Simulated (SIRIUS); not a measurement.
## BN in SIRIUS: the effect of potentials

BN:

```
CELL_PARAMETERS angstrom
-0.05924 -1.66237 -1.68061
-1.89060 0.04039 -1.78024
1.67770 1.74836 -3.38797
ATOMIC_POSITIONS crystal
B 0.59137 0.47882 0.48939
B 0.93613 0.97669 0.00518
N 0.38774 0.42914 0.95156
N 0.83476 0.86535 0.30387
```

The cell comes from a database or a generator and needn't be the stable form of this composition.

The cell isn't the ideal one: all atoms moved at random.

Alike in all runs:

| Item | Value |
| --- | --- |
| Program | SIRIUS 7.10.0 |
| Task | single point |
| Functional | PBE |
| k mesh | 7 × 6 × 4 |
| Occupations | fermi-dirac, width 0.05 eV |
| Spin | no spin polarisation |

```csv
potentials,cutoff,gap on the mesh (eV),pressure (GPa),largest force (eV/Å)
PseudoDojo 0.4.1 PBE standard (scalar relativistic),1152 eV,1.01,168.8,26.62
SG15 1.2 PBE (norm-conserving),1152 eV,1.00,164.5,26.08
SSSP 1.3.0 PBE efficiency,828 eV,0.97,166.8,26.52
PseudoDojo 0.5 PBE stringent (scalar relativistic),1152 eV,1.01,168.8,26.62
"in-house norm-conserving set, PBE (scalar relativistic)",1254 eV,?,?,?
SPMS 1.0 PBE (norm-conserving),1152 eV,1.01,167.2,26.47
PseudoDojo 0.5 PBE standard (scalar relativistic),1152 eV,1.01,168.8,26.62
```

Question: What does the run with potentials in-house norm-conserving set, PBE (scalar relativistic) give?

Answer: gap on the mesh 0.94 eV; pressure 169.2 GPa; largest force 26.57 eV/Å.

Caveats: all runs use coarse meshes; the cell as given lies far from equilibrium; an odd mesh through Γ misses points on the zone boundary, where band edges often lie; forces of over 1 eV/Å show positions far from the minimum, so gaps and moduli don't describe the material at rest.
